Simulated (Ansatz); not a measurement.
**BaTe (rocksalt): zero-pressure volume and bulk modulus with r²SCAN, part 1 of 2**

What volume and stiffness does r²SCAN give for BaTe (rocksalt)?

Computed with Ansatz 0.2.0 (DFT r²SCAN, scalar-relativistic, plane waves, PAW, unless a step's input says otherwise).

## (1) Starting point

Symmetry: Fm-3m, No. 225, cubic system. The conventional cell has a = 6.820 Å, b = 6.820 Å, c = 6.820 Å, α = 90.00°, β = 90.00°, γ = 90.00°. Ba (site symmetry m-3m) has 6 Te at 3.41 Å in its first shell of neighbours. Around Te (site symmetry m-3m) lie 6 Ba at 3.41 Å.

Coordinates:

```xyz
2
Lattice="0.0000 3.4100 3.4100 3.4100 0.0000 3.4100 3.4100 3.4100 0.0000" Properties=species:S:1:pos:R:3 pbc="T T T"
Ba    3.4100    3.4100    3.4100
Te    0.0000    0.0000    0.0000
```

An earlier run on this cell at PBE gave 3.81 GPa at 39.652 Å³/atom (6×6×6 mesh), gap on the mesh 1.43 eV. The cell is compressed at this level.

## (2) At the given cell

input.yaml reads:

```yaml
crystal:
  lattice:
    - [0.0, 3.409999398, 3.409999398]
    - [3.409999398, 0.0, 3.409999398]
    - [3.409999398, 3.409999398, 0.0]
  atoms:
    - { symbol: Ba, position: [0.5, 0.5, 0.5] }
    - { symbol: Te, position: [0.0, 0.0, 0.0] }
basis:
  ecutwfc: 500
  ecutrho_ratio: 4
kpoints:
  mp_grid: { grid: [6, 6, 6] }
hamiltonian:
  xc: r2scan
scf:
  occupations: { method: gaussian, width: 0.05 }
output:
  forces: true
  stress: true
  eigenvalues: true
```

Started as:

```sh
$ ansatz run input.yaml --threads 4 --pin off --max-ram 8192MiB --backend cpu --events-out ev --progress --plain --runs-dir out
```

Standard output:

```text
Warning: RAYON_NUM_THREADS=4 ignored (pool sized by the plan → 4); use --threads N
Engine: ansatz 0.2.0, aarch64-unknown-linux-gnu
Pseudopotentials: kind: paw
Pseudopotential: Ba, paw, valence charge 10, recommended cutoff 500 eV (meta_gga), Ba.paw.azcp
Pseudopotential: Te, paw, valence charge 16, recommended cutoff 500 eV (meta_gga), Te.paw.azcp
Functional definition: r2SCAN
  parameter k0 = 0.174
  parameter k1 = 0.065
  parameter a1 = 4.9479
  exchange = r2scan_x(k0 = k0, k1 = k1, a1 = a1)
  correlation = r2scan_c
Crystal: 2 atoms, lattice volume = 79.304 Å³
Basis set: ecut = 500 eV, 1989 PW (Γ), exchange–correlation on 144×144×144 points (64 copies of the dense FFT grid, shifted against one another)
Bands: 17, of which v1, the nominal top of the filled ones, is band 13 counted from 1 (12 counted from 0)
Symmetry: 48 space group operations
Space group: Fm-3m (ITA 225), of the structure as read, at distance tolerance 4.3e-5 Å
k-points: 16 of 216
Non-local potential: Ba, projectors of the file, l = 0: 3, l = 1: 2, l = 2: 2, l = 3: 2
Non-local potential: Te, projectors of the file, l = 0: 2, l = 1: 2, l = 2: 2, l = 3: 2
PAW form: soft (Blöchl's): semilocal exchange-correlation on the pseudo side does not see the compensation charge
PAW frozen core: Ba, regenerated for the run's functional (the file was generated under x = pbe(κ = 0.804, μ = 0.2195149727645171), c = pbe(β = 0.06672455060314922))
PAW frozen core: Te, regenerated for the run's functional (the file was generated under x = pbe(κ = 0.804, μ = 0.2195149727645171), c = pbe(β = 0.06672455060314922))
PAW one-centre angular grid: Ba, 302 points (default); XC on 160 Gauss nodes
PAW one-centre angular grid: Te, 590 points (default); XC on 160 Gauss nodes
Initial density: superposition of atomic densities (neutral atoms: chi_scale 0, normalization atom), corrected by the library's trained network
Initial wavefunctions: pseudopotential atomic-orbital guess
Functional: x = r2scan, c = r2scan; τ floored in thin density (d = 2e-4 eV/Å³)
SCF iter   1: F=—  HF=-12963.373140 eV  |F-HF|=—  |Δ(HF+E_count)|=         —  Δρ=3.18e-3  dr2=1.21e-2  dr2_τ=3.26e-3  ethr=1.77e-3  ⟨swp⟩=8.8  Hψ=1750  notcnv=0
preconditioner: auto → none  [insulator: Δε(μ)=1.810 eV  Ē_g=12.029 eV  σ=0.050 eV  W_gap=1.00  n_scr=14 (ndim 8)  ℏωp=15.6 eV  f_vac=0.005  D(μ)=0.00/eV (n_scr^D=0)  ε∞_Penn≈2.7]
SCF iter   2: F=—  HF=-12963.423452 eV  |F-HF|=—  |Δ(HF+E_count)|=   5.03e-2  Δρ=1.30e-3  dr2=7.62e-4  dr2_τ=1.86e-4  ethr=4.65e-5  ⟨swp⟩=3.0  Hψ=651  notcnv=0
SCF iter   3: F=—  HF=-12963.424009 eV  |F-HF|=—  |Δ(HF+E_count)|=   5.57e-4  Δρ=5.47e-4  dr2=1.29e-4  dr2_τ=1.29e-5  ethr=2.93e-6  ⟨swp⟩=2.0  Hψ=465  notcnv=0
SCF iter   4: F=—  HF=-12963.424155 eV  |F-HF|=—  |Δ(HF+E_count)|=   1.46e-4  Δρ=1.57e-4  dr2=1.22e-5  dr2_τ=8.20e-7  ethr=4.98e-7  ⟨swp⟩=2.0  Hψ=384  notcnv=0
SCF iter   5: F=—  HF=-12963.424168 eV  |F-HF|=—  |Δ(HF+E_count)|=   1.33e-5  Δρ=1.53e-5  dr2=1.37e-7  dr2_τ=4.17e-9  ethr=4.69e-8  ⟨swp⟩=3.0  Hψ=485  notcnv=0
SCF iter   6: F=-12963.424169 eV  HF=-12963.424169 eV  |F-HF|=7.00e-9  |Δ(HF+E_count)|=   2.27e-7  Δρ=3.42e-6  dr2=6.67e-9  dr2_τ=8.17e-10  ethr=3.85e-10  ⟨swp⟩=6.8  Hψ=1458  notcnv=0
SCF 1 converged in 6 iterations: F = -12963.424169 eV  dr2 = 6.67e-9
SCF converged after 6 iterations
Free energy (F): -12963.424169 eV
Harris-Foulkes:  -12963.424169 eV  (|F-HF|=7.00e-9)
Internal energy: -12963.424169 eV  (E = F + TS)
E sigma→0 (E₀):  -12963.424169 eV
Fermi energy:    7.908070 eV
--- Per-component energies (eV) ---
  E_band       = -328.490990
  E_kinetic    = 351.894211
  E_local      = -1764.141262  (includes V_loc(G=0)·N_el)
  E_nonlocal   = -253.930980
  E_hartree    = 1006.745071
  E_xc         = -274.341532
  E_vxc        = -261.629894  (∫ρ·V_xc dr)
  E_paw        = -9938.756462  (= ΣΔE_a)
  E_vpaw       = -428.047876  (= ΣTr[D̂ρ^β])
  E_aug_tail   = -0.000038  (compensation charges beyond the density's cutoff)
  E_vtau       = 13.874865  (kinetic-family band-sum trace: ∫τ·v_τ [+ j·A + Jᵃ·Aᵃ] dr)
  E_ewald      = -2091.248448
  E_core_change = 0.355271  (= ΣΔE_core)
  E_smearing   = -0.000000  (= −TS)
  E_closure    = 0.000000  (closes the sum)
  Σ components = -12963.424169   (vs F -12963.424169, Δ=0.00e0)
--- Forces (eV/Å), atoms counted from 1 ---
  atom   1  Ba     0.00000000    -0.00000000     0.00000000
  atom   2  Te    -0.00000000     0.00000000    -0.00000000
  max |Σ_I F_I| component: 1.05e-29 eV/Å
--- Stress (GPa, compression-positive) ---
        4.051187      -0.000000       0.000000
        0.000000       4.051187       0.000000
        0.000000      -0.000000       4.051187
  P = ⅓ Tr σ = 4.0512 GPa (40.512 kbar)
--- Band table (eV; the first three rows and the last of 16) ---
  k-point 0: bands = ["-28.6196", "-28.6196", "-28.6060", "-28.6060", "-28.6060", "-20.4569", "-5.2299", "-5.2299", "-5.2299", "-2.9175", "7.0182", "7.0182", "7.0182", "10.3931", "10.3931", "10.3931", "11.0511"]
  k-point 1: bands = ["-28.6196", "-28.6196", "-28.6060", "-28.6060", "-28.6060", "-20.4514", "-5.4267", "-5.2323", "-5.2323", "-2.6316", "6.2197", "6.6156", "6.6156", "10.4665", "10.7607", "10.7607", "11.9757"]
  k-point 2: bands = ["-28.6197", "-28.6197", "-28.6060", "-28.6059", "-28.6059", "-20.4403", "-5.7376", "-5.2368", "-5.2368", "-2.1237", "5.1129", "6.0307", "6.0307", "10.9124", "11.7244", "11.7244", "13.3959"]
  k-point 15: bands = ["-28.6201", "-28.6195", "-28.6060", "-28.6057", "-28.6056", "-20.4264", "-5.4794", "-5.4398", "-5.3915", "-2.4527", "5.8842", "5.9984", "6.2983", "9.9238", "12.1461", "12.6179", "13.3193"]
```

Wall time 1.5 s (4 threads of Arm Neoverse V1, shared host); peak memory 0.55 GiB.

Read off: volume 39.652 Å³/atom, pressure 4.05 GPa, gap on the mesh 1.78 eV.

## (3) Stepping to 40.723 Å³/atom

input.yaml: that of step 2 with these lines changed.

```diff
@@ -2,5 +2,5 @@
   lattice:
-    - [0.0, 3.409999398, 3.409999398]
-    - [3.409999398, 0.0, 3.409999398]
-    - [3.409999398, 3.409999398, 0.0]
+    - [0.0, 3.4404260892, 3.4404260892]
+    - [3.4404260892, 0.0, 3.4404260892]
+    - [3.4404260892, 3.4404260892, 0.0]
   atoms:
```

Started as:

```sh
$ ansatz run input.yaml --threads 4 --pin off --max-ram 8192MiB --backend cpu --events-out ev --progress --plain --runs-dir out
```

Standard output:

```text
Warning: RAYON_NUM_THREADS=4 ignored (pool sized by the plan → 4); use --threads N
[... 10 set-up lines as earlier in the session ...]
Crystal: 2 atoms, lattice volume = 81.445 Å³
Basis set: ecut = 500 eV, 2085 PW (Γ), exchange–correlation on 144×144×144 points (64 copies of the dense FFT grid, shifted against one another)
Bands: 17, of which v1, the nominal top of the filled ones, is band 13 counted from 1 (12 counted from 0)
[... 2 set-up lines as earlier in the session ...]
k-points: 16 of 216
[... 10 set-up lines as earlier in the session ...]
SCF iter   1: F=—  HF=-12963.422714 eV  |F-HF|=—  |Δ(HF+E_count)|=         —  Δρ=3.13e-3  dr2=1.20e-2  dr2_τ=3.02e-3  ethr=1.77e-3  ⟨swp⟩=8.9  Hψ=1734  notcnv=0
preconditioner: auto → none  [insulator: Δε(μ)=1.878 eV  Ē_g=11.992 eV  σ=0.050 eV  W_gap=1.00  n_scr=14 (ndim 8)  ℏωp=15.4 eV  f_vac=0.006  D(μ)=0.00/eV (n_scr^D=0)  ε∞_Penn≈2.6]
SCF iter   2: F=—  HF=-12963.469482 eV  |F-HF|=—  |Δ(HF+E_count)|=   4.68e-2  Δρ=1.28e-3  dr2=7.79e-4  dr2_τ=1.82e-4  ethr=4.62e-5  ⟨swp⟩=3.0  Hψ=651  notcnv=0
SCF iter   3: F=—  HF=-12963.469989 eV  |F-HF|=—  |Δ(HF+E_count)|=   5.07e-4  Δρ=5.36e-4  dr2=1.31e-4  dr2_τ=1.27e-5  ethr=3.00e-6  ⟨swp⟩=2.0  Hψ=467  notcnv=0
SCF iter   4: F=—  HF=-12963.470125 eV  |F-HF|=—  |Δ(HF+E_count)|=   1.36e-4  Δρ=1.63e-4  dr2=1.27e-5  dr2_τ=9.17e-7  ethr=5.03e-7  ⟨swp⟩=2.0  Hψ=384  notcnv=0
SCF iter   5: F=—  HF=-12963.470141 eV  |F-HF|=—  |Δ(HF+E_count)|=   1.58e-5  Δρ=1.46e-5  dr2=1.35e-7  dr2_τ=4.14e-9  ethr=4.89e-8  ⟨swp⟩=3.0  Hψ=487  notcnv=0
SCF iter   6: F=-12963.470141 eV  HF=-12963.470141 eV  |F-HF|=8.35e-9  |Δ(HF+E_count)|=   2.17e-7  Δρ=3.61e-6  dr2=7.83e-9  dr2_τ=8.52e-10  ethr=3.85e-10  ⟨swp⟩=6.9  Hψ=1489  notcnv=0
SCF 1 converged in 6 iterations: F = -12963.470141 eV  dr2 = 7.83e-9
SCF converged after 6 iterations
Free energy (F): -12963.470141 eV
Harris-Foulkes:  -12963.470141 eV  (|F-HF|=8.35e-9)
Internal energy: -12963.470141 eV  (E = F + TS)
E sigma→0 (E₀):  -12963.470141 eV
Fermi energy:    7.642586 eV
--- Per-component energies (eV) ---
  E_band       = -336.196980
  E_kinetic    = 351.114129
  E_local      = -1792.881169  (includes V_loc(G=0)·N_el)
  E_nonlocal   = -254.035152
  E_hartree    = 1017.478124
  E_xc         = -274.008794
  E_vxc        = -261.188722  (∫ρ·V_xc dr)
  E_paw        = -9938.738798  (= ΣΔE_a)
  E_vpaw       = -428.048641  (= ΣTr[D̂ρ^β])
  E_aug_tail   = -0.000040  (compensation charges beyond the density's cutoff)
  E_vtau       = 13.886401  (kinetic-family band-sum trace: ∫τ·v_τ [+ j·A + Jᵃ·Aᵃ] dr)
  E_ewald      = -2072.753712
  E_core_change = 0.355271  (= ΣΔE_core)
  E_smearing   = -0.000000  (= −TS)
  E_closure    = 0.000000  (closes the sum)
  Σ components = -12963.470141   (vs F -12963.470141, Δ=0.00e0)
--- Forces (eV/Å), atoms counted from 1 ---
  atom   1  Ba     0.00000000    -0.00000000    -0.00000000
  atom   2  Te    -0.00000000    -0.00000000    -0.00000000
  max |Σ_I F_I| component: 1.10e-29 eV/Å
--- Stress (GPa, compression-positive) ---
        2.853687       0.000000      -0.000000
        0.000000       2.853687      -0.000000
        0.000000      -0.000000       2.853687
  P = ⅓ Tr σ = 2.8537 GPa (28.537 kbar)
--- Band table (eV; the first three rows and the last of 16) ---
  k-point 0: bands = ["-28.8956", "-28.8956", "-28.8829", "-28.8829", "-28.8829", "-20.8245", "-5.5898", "-5.5898", "-5.5898", "-3.1526", "6.7217", "6.7217", "6.7217", "10.1154", "10.1154", "10.1154", "10.6253"]
  k-point 1: bands = ["-28.8956", "-28.8956", "-28.8828", "-28.8828", "-28.8828", "-20.8197", "-5.7600", "-5.5921", "-5.5921", "-2.8979", "5.9459", "6.3405", "6.3405", "10.1791", "10.4726", "10.4726", "11.6372"]
  k-point 2: bands = ["-28.8956", "-28.8956", "-28.8828", "-28.8827", "-28.8827", "-20.8101", "-6.0368", "-5.5966", "-5.5966", "-2.4356", "4.8735", "5.7814", "5.7814", "10.6079", "11.4083", "11.4083", "12.9658"]
  k-point 15: bands = ["-28.8960", "-28.8955", "-28.8828", "-28.8826", "-28.8825", "-20.7982", "-5.8132", "-5.7731", "-5.7345", "-2.7213", "5.6253", "5.7032", "6.0082", "9.6521", "11.8135", "12.2421", "12.9077"]
```

Wall time 1.6 s (4 threads of Arm Neoverse V1, shared host); peak memory 0.55 GiB.

Result: volume 40.723 Å³/atom, pressure 2.85 GPa, gap on the mesh 1.84 eV.

## (4) Stepping to 44.133 Å³/atom

input.yaml: that of step 3 with these lines changed.

```diff
@@ -2,5 +2,5 @@
   lattice:
-    - [0.0, 3.4404260892, 3.4404260892]
-    - [3.4404260892, 0.0, 3.4404260892]
-    - [3.4404260892, 3.4404260892, 0.0]
+    - [0.0, 3.5338932268, 3.5338932268]
+    - [3.5338932268, 0.0, 3.5338932268]
+    - [3.5338932268, 3.5338932268, 0.0]
   atoms:
```

Started as:

```sh
$ ansatz run input.yaml --threads 4 --pin off --max-ram 8192MiB --backend cpu --events-out ev --progress --plain --runs-dir out
```

Standard output:

```text
Warning: RAYON_NUM_THREADS=4 ignored (pool sized by the plan → 4); use --threads N
[... 10 set-up lines as earlier in the session ...]
Crystal: 2 atoms, lattice volume = 88.265 Å³
Basis set: ecut = 500 eV, 2229 PW (Γ), exchange–correlation on 160×160×160 points (64 copies of the dense FFT grid, shifted against one another)
Bands: 17, of which v1, the nominal top of the filled ones, is band 13 counted from 1 (12 counted from 0)
[... 1 set-up line as earlier in the session ...]
Space group: Fm-3m (ITA 225), of the structure as read, at distance tolerance 4.5e-5 Å
k-points: 16 of 216
[... 10 set-up lines as earlier in the session ...]
SCF iter   1: F=—  HF=-12963.488100 eV  |F-HF|=—  |Δ(HF+E_count)|=         —  Δρ=3.07e-3  dr2=1.32e-2  dr2_τ=2.45e-3  ethr=1.77e-3  ⟨swp⟩=9.1  Hψ=1732  notcnv=0
preconditioner: auto → none  [insulator: Δε(μ)=2.058 eV  Ē_g=11.872 eV  σ=0.050 eV  W_gap=1.00  n_scr=14 (ndim 8)  ℏωp=14.8 eV  f_vac=0.013  D(μ)=0.00/eV (n_scr^D=0)  ε∞_Penn≈2.6]
SCF iter   2: F=—  HF=-12963.524779 eV  |F-HF|=—  |Δ(HF+E_count)|=   3.67e-2  Δρ=1.25e-3  dr2=8.74e-4  dr2_τ=1.92e-4  ethr=5.06e-5  ⟨swp⟩=3.0  Hψ=651  notcnv=0
SCF iter   3: F=—  HF=-12963.525171 eV  |F-HF|=—  |Δ(HF+E_count)|=   3.92e-4  Δρ=5.39e-4  dr2=1.53e-4  dr2_τ=1.38e-5  ethr=3.36e-6  ⟨swp⟩=2.0  Hψ=480  notcnv=0
SCF iter   4: F=—  HF=-12963.525303 eV  |F-HF|=—  |Δ(HF+E_count)|=   1.32e-4  Δρ=1.76e-4  dr2=1.51e-5  dr2_τ=1.18e-6  ethr=5.89e-7  ⟨swp⟩=2.0  Hψ=384  notcnv=0
SCF iter   5: F=—  HF=-12963.525319 eV  |F-HF|=—  |Δ(HF+E_count)|=   1.64e-5  Δρ=1.28e-5  dr2=1.24e-7  dr2_τ=3.43e-9  ethr=5.82e-8  ⟨swp⟩=2.0  Hψ=384  notcnv=0
SCF iter   6: F=-12963.525320 eV  HF=-12963.525320 eV  |F-HF|=1.06e-8  |Δ(HF+E_count)|=   1.70e-7  Δρ=3.54e-6  dr2=8.23e-9  dr2_τ=9.44e-10  ethr=3.85e-10  ⟨swp⟩=7.1  Hψ=1617  notcnv=0
SCF 1 converged in 6 iterations: F = -12963.525320 eV  dr2 = 8.23e-9
SCF converged after 6 iterations
Free energy (F): -12963.525320 eV
Harris-Foulkes:  -12963.525320 eV  (|F-HF|=1.06e-8)
Internal energy: -12963.525320 eV  (E = F + TS)
E sigma→0 (E₀):  -12963.525320 eV
Fermi energy:    6.882479 eV
--- Per-component energies (eV) ---
  E_band       = -358.386163
  E_kinetic    = 348.968667
  E_local      = -1878.717125  (includes V_loc(G=0)·N_el)
  E_nonlocal   = -254.320849
  E_hartree    = 1049.873178
  E_xc         = -273.067589
  E_vxc        = -259.957784  (∫ρ·V_xc dr)
  E_paw        = -9938.684915  (= ΣΔE_a)
  E_vpaw       = -428.038226  (= ΣTr[D̂ρ^β])
  E_aug_tail   = -0.000037  (compensation charges beyond the density's cutoff)
  E_vtau       = 13.933104  (kinetic-family band-sum trace: ∫τ·v_τ [+ j·A + Jᵃ·Aᵃ] dr)
  E_ewald      = -2017.931921
  E_core_change = 0.355271  (= ΣΔE_core)
  E_smearing   = -0.000000  (= −TS)
  E_closure    = -0.000000  (closes the sum)
  Σ components = -12963.525320   (vs F -12963.525320, Δ=0.00e0)
--- Forces (eV/Å), atoms counted from 1 ---
  atom   1  Ba     0.00000000    -0.00000000    -0.00000000
  atom   2  Te    -0.00000000     0.00000000     0.00000000
  max |Σ_I F_I| component: 9.14e-30 eV/Å
--- Stress (GPa, compression-positive) ---
       -0.058789      -0.000000       0.000000
       -0.000000      -0.058789      -0.000000
        0.000000      -0.000000      -0.058789
  P = ⅓ Tr σ = -0.0588 GPa (-0.588 kbar)
--- Band table (eV; the first three rows and the last of 16) ---
  k-point 0: bands = ["-29.6865", "-29.6865", "-29.6761", "-29.6761", "-29.6761", "-21.8984", "-6.6407", "-6.6407", "-6.6407", "-3.8210", "5.8794", "5.8794", "5.8794", "9.3106", "9.3106", "9.3106", "9.4144"]
  k-point 1: bands = ["-29.6865", "-29.6865", "-29.6761", "-29.6761", "-29.6761", "-21.8954", "-6.7495", "-6.6428", "-6.6428", "-3.6412", "5.1695", "5.5563", "5.5563", "9.3420", "9.6378", "9.6378", "10.4061"]
  k-point 2: bands = ["-29.6865", "-29.6865", "-29.6760", "-29.6760", "-29.6760", "-21.8893", "-6.9396", "-6.6470", "-6.6470", "-3.2978", "4.1956", "5.0691", "5.0691", "9.7262", "10.4907", "10.4907", "11.7272"]
  k-point 15: bands = ["-29.6867", "-29.6864", "-29.6761", "-29.6759", "-29.6758", "-21.8818", "-6.7994", "-6.7617", "-6.7437", "-3.4768", "4.8803", "4.8909", "5.1924", "8.8689", "10.8484", "11.1575", "11.7243"]
```

Wall time 1.7 s (4 threads of Arm Neoverse V1, shared host); peak memory 0.64 GiB.

In short: volume 44.133 Å³/atom, pressure -0.06 GPa, gap on the mesh 2.01 eV.

## (5) Stepping to 44.047 Å³/atom

input.yaml: that of step 4 with these lines changed.

```diff
@@ -2,5 +2,5 @@
   lattice:
-    - [0.0, 3.5338932268, 3.5338932268]
-    - [3.5338932268, 0.0, 3.5338932268]
-    - [3.5338932268, 3.5338932268, 0.0]
+    - [0.0, 3.5316002659, 3.5316002659]
+    - [3.5316002659, 0.0, 3.5316002659]
+    - [3.5316002659, 3.5316002659, 0.0]
   atoms:
```

Started as:

```sh
$ ansatz run input.yaml --threads 4 --pin off --max-ram 8192MiB --backend cpu --events-out ev --progress --plain --runs-dir out
```

Standard output:

```text
Warning: RAYON_NUM_THREADS=4 ignored (pool sized by the plan → 4); use --threads N
[... 10 set-up lines as earlier in the session ...]
Crystal: 2 atoms, lattice volume = 88.094 Å³
Basis set: ecut = 500 eV, 2229 PW (Γ), exchange–correlation on 160×160×160 points (64 copies of the dense FFT grid, shifted against one another)
Bands: 17, of which v1, the nominal top of the filled ones, is band 13 counted from 1 (12 counted from 0)
[... 1 set-up line as earlier in the session ...]
Space group: Fm-3m (ITA 225), of the structure as read, at distance tolerance 4.4e-5 Å
k-points: 16 of 216
[... 10 set-up lines as earlier in the session ...]
SCF iter   1: F=—  HF=-12963.487905 eV  |F-HF|=—  |Δ(HF+E_count)|=         —  Δρ=3.07e-3  dr2=1.31e-2  dr2_τ=2.46e-3  ethr=1.77e-3  ⟨swp⟩=9.2  Hψ=1744  notcnv=0
preconditioner: auto → none  [insulator: Δε(μ)=2.054 eV  Ē_g=11.875 eV  σ=0.050 eV  W_gap=1.00  n_scr=14 (ndim 8)  ℏωp=14.8 eV  f_vac=0.013  D(μ)=0.00/eV (n_scr^D=0)  ε∞_Penn≈2.6]
SCF iter   2: F=—  HF=-12963.524811 eV  |F-HF|=—  |Δ(HF+E_count)|=   3.69e-2  Δρ=1.25e-3  dr2=8.70e-4  dr2_τ=1.90e-4  ethr=5.02e-5  ⟨swp⟩=3.0  Hψ=651  notcnv=0
SCF iter   3: F=—  HF=-12963.525203 eV  |F-HF|=—  |Δ(HF+E_count)|=   3.92e-4  Δρ=5.36e-4  dr2=1.51e-4  dr2_τ=1.35e-5  ethr=3.35e-6  ⟨swp⟩=2.0  Hψ=480  notcnv=0
SCF iter   4: F=—  HF=-12963.525332 eV  |F-HF|=—  |Δ(HF+E_count)|=   1.30e-4  Δρ=1.75e-4  dr2=1.50e-5  dr2_τ=1.16e-6  ethr=5.81e-7  ⟨swp⟩=2.0  Hψ=384  notcnv=0
SCF iter   5: F=—  HF=-12963.525349 eV  |F-HF|=—  |Δ(HF+E_count)|=   1.68e-5  Δρ=1.29e-5  dr2=1.24e-7  dr2_τ=3.43e-9  ethr=5.76e-8  ⟨swp⟩=2.1  Hψ=391  notcnv=0
SCF iter   6: F=-12963.525349 eV  HF=-12963.525349 eV  |F-HF|=1.08e-8  |Δ(HF+E_count)|=   1.72e-7  Δρ=3.58e-6  dr2=8.50e-9  dr2_τ=9.43e-10  ethr=3.85e-10  ⟨swp⟩=7.1  Hψ=1590  notcnv=0
SCF 1 converged in 6 iterations: F = -12963.525349 eV  dr2 = 8.50e-9
SCF converged after 6 iterations
Free energy (F): -12963.525349 eV
Harris-Foulkes:  -12963.525349 eV  (|F-HF|=1.08e-8)
Internal energy: -12963.525349 eV  (E = F + TS)
E sigma→0 (E₀):  -12963.525349 eV
Fermi energy:    6.900182 eV
--- Per-component energies (eV) ---
  E_band       = -357.867279
  E_kinetic    = 349.017043
  E_local      = -1876.654349  (includes V_loc(G=0)·N_el)
  E_nonlocal   = -254.314385
  E_hartree    = 1049.088727
  E_xc         = -273.089291
  E_vxc        = -259.985870  (∫ρ·V_xc dr)
  E_paw        = -9938.686225  (= ΣΔE_a)
  E_vpaw       = -428.038652  (= ΣTr[D̂ρ^β])
  E_aug_tail   = -0.000037  (compensation charges beyond the density's cutoff)
  E_vtau       = 13.931780  (kinetic-family band-sum trace: ∫τ·v_τ [+ j·A + Jᵃ·Aᵃ] dr)
  E_ewald      = -2019.242103
  E_core_change = 0.355271  (= ΣΔE_core)
  E_smearing   = -0.000000  (= −TS)
  E_closure    = 0.000000  (closes the sum)
  Σ components = -12963.525349   (vs F -12963.525349, Δ=0.00e0)
--- Forces (eV/Å), atoms counted from 1 ---
  atom   1  Ba     0.00000000    -0.00000000     0.00000000
  atom   2  Te    -0.00000000     0.00000000     0.00000000
  max |Σ_I F_I| component: 5.06e-30 eV/Å
--- Stress (GPa, compression-positive) ---
        0.000612      -0.000000       0.000000
       -0.000000       0.000612       0.000000
       -0.000000      -0.000000       0.000612
  P = ⅓ Tr σ = 0.0006 GPa (0.006 kbar)
--- Band table (eV; the first three rows and the last of 16) ---
  k-point 0: bands = ["-29.6680", "-29.6680", "-29.6576", "-29.6576", "-29.6576", "-21.8730", "-6.6159", "-6.6159", "-6.6159", "-3.8055", "5.8989", "5.8989", "5.8989", "9.3295", "9.3295", "9.3295", "9.4425"]
  k-point 1: bands = ["-29.6680", "-29.6680", "-29.6576", "-29.6576", "-29.6576", "-21.8700", "-6.7258", "-6.6180", "-6.6180", "-3.6242", "5.1875", "5.5745", "5.5745", "9.3618", "9.6575", "9.6575", "10.4349"]
  k-point 2: bands = ["-29.6680", "-29.6680", "-29.6576", "-29.6575", "-29.6575", "-21.8638", "-6.9178", "-6.6221", "-6.6221", "-3.2782", "4.2112", "5.0857", "5.0857", "9.7469", "10.5123", "10.5123", "11.7561"]
  k-point 15: bands = ["-29.6683", "-29.6680", "-29.6576", "-29.6574", "-29.6574", "-21.8562", "-6.7759", "-6.7381", "-6.7197", "-3.4594", "4.8991", "4.9079", "5.2111", "8.8872", "10.8711", "11.1829", "11.7520"]
```

Wall time 1.7 s (4 threads of Arm Neoverse V1, shared host); peak memory 0.64 GiB.

In short: volume 44.047 Å³/atom, pressure 0.00 GPa, gap on the mesh 2.00 eV.

(Continued in part 2 of 2.)
